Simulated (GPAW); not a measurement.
# Si (I4_1/amd) in GPAW: single point with PBE

Aim: the single point of Si with PBE.

Program: GPAW 26.7.0. These are calculated values, not measurements. Logs are shortened: lines on timing, memory, paths and dates and some standing lists are left out, and cuts for length are marked. The log counts tension as positive stress, the text compression.

**1. The structure**

It takes space group I4_1/amd (No. 141, tetragonal). Conventional cell: a = 4.743 Å, b = 4.743 Å, c = 2.659 Å, α = 90.00°, β = 90.00°, γ = 90.00°. Si (site symmetry -4m2) has 6 Si at 2.46 to 2.66 Å as nearest neighbours.

This isn't the form of Si at room conditions, which is diamond.

**2. Single point, PBE**

File run.py:

```python
from ase.io import read
from gpaw import PW
from gpaw.dft import DFT

atoms = read('POSCAR')

dft = DFT(atoms,
          mode=PW(600),
          xc='PBE',
          kpts={'size': (11, 11, 11), 'gamma': True},
          occupations={'name': 'fermi-dirac', 'width': 0.05},
          nbands=11,
          convergence={'density': 1e-05, 'energy': 1e-05},
          maxiter=150,
          txt='gpaw.txt')
print(f'Energy: {dft.calculate_energy():.6f} eV')
print('Forces (eV/A):')
print(dft.calculate_forces().round(4))
print('Stress (eV/A^3):', dft.calculate_stress().round(6))
dft.write_gpw_file('gs.gpw')
```

File POSCAR:

```
Si
1.0
   -2.3713723045      2.3713723045      1.3292653899
    2.3713723045     -2.3713723045      1.3292653899
    2.3713723045      2.3713723045     -1.3292653899
Si
2
Direct
    0.5000000000      0.5000000000      0.0000000000
    0.2500000000      0.7500000000      0.5000000000
```

Potentials or basis: GPAW PAW data sets (gpaw-data 1.2.1), pw.

Started as:

```bash
$ OMP_NUM_THREADS=1 python run.py
```

gpaw.txt:

```text
Diagonalizing LCAO Hamiltonian
Converting LCAO to pw mode

       Si    Si

Atoms  # Å, Bohr magnetons
|   | symbol |        x |        y |        z |    initial magnetic moments |
|---|--------|----------|----------|----------|-----------------------------|
| 0 |     Si | 0.000000 | 0.000000 | 1.329265 | ( 0.0000,  0.0000,  0.0000) |
| 1 |     Si | 2.371372 | 0.000000 | 0.664633 | ( 0.0000,  0.0000,  0.0000) |

Unit cell  # Å
| periodic |         x |         y |         z |  lengths |     angles |
|----------|-----------|-----------|-----------|----------|------------|
|      yes | -2.371372 |  2.371372 |  1.329265 | 3.607459 |  97.803451 |
|      yes |  2.371372 | -2.371372 |  1.329265 | 3.607459 |  97.803451 |
|      yes |  2.371372 |  2.371372 | -1.329265 | 3.607459 | 136.756567 |

Number of symmetries: 8
Symmetry operations  # r_c * U_cc + t_c -> r_c
|   | kind |            matrix            |
|---|------|------------------------------|
| 0 |  σ   |  1, 1, 1,  0, 0,-1,  0,-1, 0 |
| 1 |  E   |  1, 0, 0,  0, 1, 0,  0, 0, 1 |
| 2 |  C2  |  0, 1, 0,  1, 0, 0, -1,-1,-1 |
| 3 |  S4  |  0, 0, 1, -1,-1,-1,  0, 1, 0 |
| 4 |  σ   |  0, 0,-1,  1, 1, 1, -1, 0, 0 |
| 5 |  C2  |  0,-1, 0, -1, 0, 0,  0, 0,-1 |
| 6 |  C2  | -1, 0, 0,  0,-1, 0,  1, 1, 1 |
| 7 |  S4  | -1,-1,-1,  0, 0, 1,  1, 0, 0 |

BZ-sampling:
  Number of BZ points: 1331
  Number of IBZ points: 126

  Monkhorst-Pack size: [11, 11, 11]
  Monkhorst-Pack shift: [0, 0, 0]

K-points  # in reciprocal-cell coordinates
|     |                                coordinates |     weight |
|-----|--------------------------------------------|------------|
|   0 | (  0.00000000,   0.00000000,   0.00000000) | 0.00075131 |
|   1 | (  0.09090909,  -0.09090909,   0.00000000) | 0.00300526 |
|   2 | (  0.09090909,  -0.09090909,   0.09090909) | 0.00300526 |
|   3 | (  0.09090909,   0.00000000,   0.00000000) | 0.00601052 |
|   4 | (  0.09090909,   0.09090909,  -0.09090909) | 0.00150263 |
|   5 | (  0.18181818,  -0.18181818,   0.00000000) | 0.00300526 |
|   6 | (  0.18181818,  -0.18181818,   0.09090909) | 0.00601052 |
|   7 | (  0.18181818,  -0.18181818,   0.18181818) | 0.00300526 |
|   8 | (  0.18181818,  -0.09090909,   0.00000000) | 0.01202104 |
|   9 | (  0.18181818,  -0.09090909,   0.09090909) | 0.00601052 |
| ... |                                            |            |
| 125 | (  0.45454545,   0.45454545,   0.45454545) | 0.00601052 |

Plane wave coefficients: 1010
Cutoff: 600.0 eV

Spin-components: 1 (collinear spins)
Bands:           11
Projectors:      10
Spin-degeneracy: 2
Datatype:        complex128

Parallelization:
  kpt:    1
  domain: 1
  band:   1

Density:
  Valence electrons: 8.0
  Components: 1
  Grid points: [21 21 21]
  Charge: 0.0  # |e|

Potential:
  Grid points: [21 21 21]

species:
  Si:
    name:    Silicon
    Z:       14.0
    valence: 4
    core:    10
    charge:  0.0  # [|e|]
    compensation charges:
      type: gauss
      rc: 0.33  # [Å]
      lmax: 2
    cutoffs:
      filter: 1.86  # [Å]
      core: 2.06  # [Å]
    projectors
    | kind |    occ | energy [eV] | rcut [Å] |
    |------|--------|-------------|----------|
    |   3s |  2.000 |     -10.812 |    1.058 |
    |   3p |  2.000 |      -4.081 |    1.058 |
    |    s |        |      16.399 |    1.058 |
    |    p |        |      23.130 |    1.058 |
    |    d |        |       0.000 |    1.058 |

    Using partial waves for Si as LCAO basis

Reference energy: -15772.688500  # eV

eigensolver:
  PPCG
  Converge bands: occupied
  niter=2

density mixing:
  MSR1-Mixer
  Pratt-step length: 0.05
  Maximum mixing coefficient: 0.75
  Old densities: 10
  SVD Regularization: 0.005
  Good broyden scale: 1.0
  Trust region scale: 1.0
  Backstep threshold: 4.0
  History deletion threshold: 6.0
  Fourier metric: weight=20.0, sigma=0.015

occupation numbers:
  Fermi-Dirac:
    width: 0.0500  # eV

poisson solver:
  ecut: 4800.0  # eV

xc functional:
  name: PBE with 2 nearest neighbor stencil

convergence criteria:
- Maximum integral of absolute [dens]ity change: 1e-05 electrons / valence electron
- Maximum [total energy] change in last 3 cyles: 1e-05 eV / valence electron
- Maximum integral of absolute [eigenst]ate change: 4e-08 eV^2 / valence electron
maximum number of iterations: 150

SCF iterations
|iter     | |      energy | eigst |  dens |
|---------|-|-------------|-------|-------|
|iter:   1| |  -10.158348 | -0.12 |       |
|iter:   2| |  -10.163833 | -3.08 | -1.09 |
|iter:   3| |  -10.193249 | -3.19 | -1.11 |
|iter:   4| |  -10.196931 | -3.88 | -1.59 |
|iter:   5| |  -10.196910 | -6.19 | -2.73 |
|iter:   6| |  -10.196910c| -8.21c| -3.64 |
|iter:   7| |  -10.196910c| -8.47c| -4.11 |
|iter:   8| |  -10.196910c| -9.61c| -5.32c|
SCF steps: 8
Energy contributions relative to reference atoms: (reference = -15772.688500)

Energy contributions:
  Kinetic:          12.210687
  Coulomb:          -8.968533
  Zero:             -0.035171
  External:          0.000000
  Xc:              -13.400486
  Entropy:          -0.006814
  Spinorbit:         0.000000
  ----------------------------
  Free energy:     -10.200317
  Extrapolated:    -10.196910

Forces  # eV/Ang
|       x |       y |        z |
|---------|---------|----------|
| 0.00000 | 0.00000 |  0.00000 |  # Si   0
| 0.00000 | 0.00000 | -0.00000 |  # Si   1

Stress tensor  # eV/Ang^3
|         x |         y |         z |
|-----------|-----------|-----------|
| -0.026798 |  0.000000 |  0.000000 |
|  0.000000 | -0.026798 | -0.000000 |
|  0.000000 | -0.000000 | -0.015401 |

Writing to gs.gpw (mode='')

  __  _  _
 | _ |_)|_||  |
 |__||  | ||/\| - 26.7.0

Input parameters:
  mode=PW(ecut=600.0),
  convergence={'density': 1e-05, 'energy': 1e-05},
  kpts=MonkhorstPack(size=(11, 11, 11), gamma=True),
  maxiter=150,
  nbands=11,
  occupations=Occupations(name='fermi-dirac', width=0.05),
  xc=XC(name='PBE')
# Writing to gs.gpw (mode='')
```

Wall time 30 s (1 thread of Arm Neoverse V1, shared host); peak memory 0.17 GiB.

What came out:

* Free energy: -10.2003 eV
* Pressure: 3.7 GPa
* Band gap on the k mesh: none (metal or under the smearing width)

Levels at points of the mesh, in eV from the Fermi level:
| k point | band 1 | band 2 | band 3 | band 4 | band 5 | band 6 | band 7 |
| --- | --- | --- | --- | --- | --- | --- | --- |
| (0.00, 0.00, 0.00) | -13.92 | -2.45 | -2.45 | -1.75 | 1.54 | 7.53 | 9.13 |

**3. The reference run**

An earlier run on the cell as given: functional PBE; potentials or basis GPAW PAW data sets (gpaw-data 1.2.1); cutoff 600 eV; basis pw; k mesh 11 × 11 × 11; occupations fermi-dirac, width 0.05 eV; no spin polarisation.

* Pressure: 3.7 GPa
* Band gap on the k mesh: none (metal or under the smearing width)
